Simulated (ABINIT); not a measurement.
## Fe in ABINIT: convergence with smearing width

Input of the first run (smearing width 0.272 eV); the others differ in this setting and in those tied to it:

The input run.abi:

```
pp_dirpath "./"
pseudos "Fe.GGA_PBE-JTH.xml"

acell 3*1.0
rprim
     4.5998911804     0.0000000000     0.0000000000
    -2.2999455903     3.9836226169     0.0000000000
     0.0000000000     0.0000000000     7.2602039371
ntypat 1
znucl 26
natom 2
typat 1 1
xred
     0.6666666667     0.3333333333     0.7500000000
     0.3333333333     0.6666666667     0.2500000000

ecut 26.0
pawecutdg 48.0
pawxcdev 0

kptopt 1
ngkpt 10 10 6
nshiftk 1
shiftk 0.0 0.0 0.0

ixc -116133

nband 22
occopt 6
tsmear 0.00999582

nsppol 2
spinat
     0.0000000000     0.0000000000     3.0000000000
     0.0000000000     0.0000000000     3.0000000000

nstep 100
tolvrs 1.0e-9

iomode 3
prtwf 0
prtden 0
prteig 0
prtebands 0
```

Potentials or basis: JTH PAW PBE v2.0.

Run with:

```sh
$ abinit run.abi > log 2>&1
```

This isn't the form of Fe at room conditions, which is bcc.

Hardware: 1 thread of Arm Neoverse V1 (shared host).

Question: The values tried are 0.272 eV, 0.2 eV, 0.136 eV, 0.1 eV, 0.05 eV, 0.025 eV, 0.01 eV, loosest first. From which on does the largest site moment stay within 0.02 μB of the tightest run that finished?

Answer: From 0.025 eV on.

```tsv
smearing width	energy less the tightest run (meV/atom)	pressure (GPa)	largest site moment (μB)	SCF cycles	CPU time (s)	peak memory (GiB)
0.272 eV	-1.95	-1.31	0.00	21	130	0.15
0.2 eV	-0.91	-1.36	0.00	22	130	0.15
0.136 eV	-0.53	-1.41	0.00	23	140	0.15
0.1 eV	-0.45	-1.41	0.00	26	150	0.15
0.05 eV	0.00	-1.40	0.00	31	180	0.15
0.025 eV	-0.04	-1.40	0.06	24	140	0.15
0.01 eV	0.00	-1.41	0.06	25	150	0.15
```

Against the tightest run, the energy stays within 1 meV/atom from 0.2 eV on; the pressure stays within 0.1 GPa from 0.2 eV on. Narrower smearing needs a denser k mesh, so at a fixed mesh the narrowest width isn't the most accurate. The tightest run that finished is the yardstick and may itself not be fully converged.

Caveat, for the tightest run too: the PAW data sets were made with another functional, which shifts forces and pressure a little.
